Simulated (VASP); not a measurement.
Input of a VASP 6.6.1 run:

File INCAR:

```
  PREC = Accurate
  ENCUT = 600
  EDIFF = 1E-8
  ISMEAR = 0
  SIGMA = 0.01
  LREAL = False
  LASPH = True
  NELM = 60
  ALGO = Fast
  ISIF = 3
  LWAVE = False
  LCHARG = False
  GGA = PS
  NBANDS = 11
  IBRION = 6
  NFREE = 2
  POTIM = 0.015
  NSW = 1
```

File KPOINTS:

```
Automatic mesh
0
Gamma
  12 12 12
```

File POSCAR:

```
Si
1.0
    0.0000000000      2.6532026038      2.6532026038
    2.6532026038      0.0000000000      2.6532026038
    2.6532026038      2.6532026038      0.0000000000
Si
2
Direct
    0.7500000000      0.7500000000      0.7500000000
    0.5000000000      0.5000000000      0.5000000000
```

Potentials or basis: VASP PAW PBE potentials, release 64 (Si).

Command:

```sh
$ cat potpaw_PBE.64/Si/POTCAR > POTCAR
$ mpirun -np 1 vasp_std > vasp.out
```

(1) Estimate the elastic constants C11, C12, C44.

(2) What does it give for the Voigt bulk modulus?

(3) What does it give for the highest phonon frequency at Γ?

## Answers

(1) 179, 87, 77 GPa.

(2) 118 GPa.

(3) 546 cm⁻¹.

Caveat: the cell is under stress, which shifts elastic constants; the PAW data sets were made with another functional, which shifts forces and pressure a little.
